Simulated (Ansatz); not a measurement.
**Energy landscape near a SrO structure**

These are results of DFT PBE, scalar-relativistic, plane waves, PAW in Ansatz 0.2.0, not measurements.

Plane waves to 420 eV, a k mesh through Γ of 9×9×6 on the computed 4-atom cell and Gaussian smearing (0.02 eV); no spin polarisation.

Reference cell:

```xyz
4
Lattice="4.2755 0.0000 0.0000 -2.1377 3.7027 0.0000 0.0000 0.0000 5.1556" Properties=species:S:1:pos:R:3 pbc="T T T"
Sr    0.0000    2.4684    4.8366
Sr    2.1377    1.2342    2.2588
O     0.0000    2.4684    2.2523
O     2.1377    1.2342    4.8301
```

Each variant moves atoms of this cell by the vectors given, if any (Å), and then applies a symmetric strain (tensor components, Cartesian axes). The reference cell isn't relaxed at this level. Energies are per atom at zero smearing, counted from the lowest variant. Pressure is positive in compression.

1. strain (xx yy zz yz xz xy, %) 0.59 0.59 -8.41 0.00 0.00 0.00; moves: Sr1 (0.000, 0.000, 0.040); Sr2 (0.000, 0.000, 0.002); O3 (0.000, 0.000, 0.002); O4 (0.000, 0.000, -0.044)
2. strain (xx yy zz yz xz xy, %) -3.46 -1.00 0.09 -0.77 -0.79 -0.45; moves: Sr1 (0.044, -0.069, 0.106); Sr2 (0.042, 0.276, -0.054); O3 (-0.033, -0.331, 0.076); O4 (-0.053, 0.125, -0.128)
3. strain (xx yy zz yz xz xy, %) 1.39 0.84 1.62 -0.50 -0.33 0.06; moves: Sr1 (0.011, 0.016, -0.027); Sr2 (-0.013, 0.005, 0.009); O3 (0.015, 0.007, -0.011); O4 (-0.014, -0.028, 0.029)
4. strain (xx yy zz yz xz xy, %) -2.41 -2.41 0.59 0.00 0.00 0.00; moves: Sr1 (0.000, 0.000, 0.060); Sr2 (0.000, 0.000, 0.060); O3 (0.000, 0.000, -0.060); O4 (0.000, 0.000, -0.060)
5. strain (xx yy zz yz xz xy, %) 0.75 0.75 2.25 0.00 0.00 0.00; moves: Sr1 (0.000, 0.000, -0.060); Sr2 (0.000, 0.000, -0.060); O3 (0.000, 0.000, 0.060); O4 (0.000, 0.000, 0.060)
6. strain (xx yy zz yz xz xy, %) 5.20 5.20 -3.80 0.00 0.00 0.00; moves: Sr1 (0.000, 0.000, -0.100); Sr2 (0.000, 0.000, -0.100); O3 (0.000, 0.000, 0.100); O4 (0.000, 0.000, 0.100)
7. strain (xx yy zz yz xz xy, %) 5.56 5.56 -3.44 0.00 0.00 0.00; moves: Sr1 (0.000, 0.000, 0.150); Sr2 (0.000, 0.000, 0.150); O3 (0.000, 0.000, -0.150); O4 (0.000, 0.000, -0.150)

```csv
variant,ΔE (meV/atom),P (GPa),largest force (eV/Å),gap on mesh (eV),space group
1,104.2,10.14,0.58,2.35,P3m1
2,?,?,?,?,?
3,?,?,?,?,?
4,17.0,4.61,0.23,2.89,P6_3mc
5,0.6,-1.40,0.15,2.59,P6_3mc
6,72.5,-0.29,0.93,2.21,P6_3mc
7,142.1,1.08,1.70,2.25,P6_3mc
```

Question: Give the withheld rows.

Answer:
```csv
variant,ΔE (meV/atom),P (GPa),largest force (eV/Å),gap on mesh (eV),space group
2,311.1,10.93,3.03,2.08,P1
3,0.0,-1.63,0.32,2.54,P1
```

An odd mesh misses points on the zone edge, so a gap read on it can be too wide.

This form isn't the usual stable structure of the compound.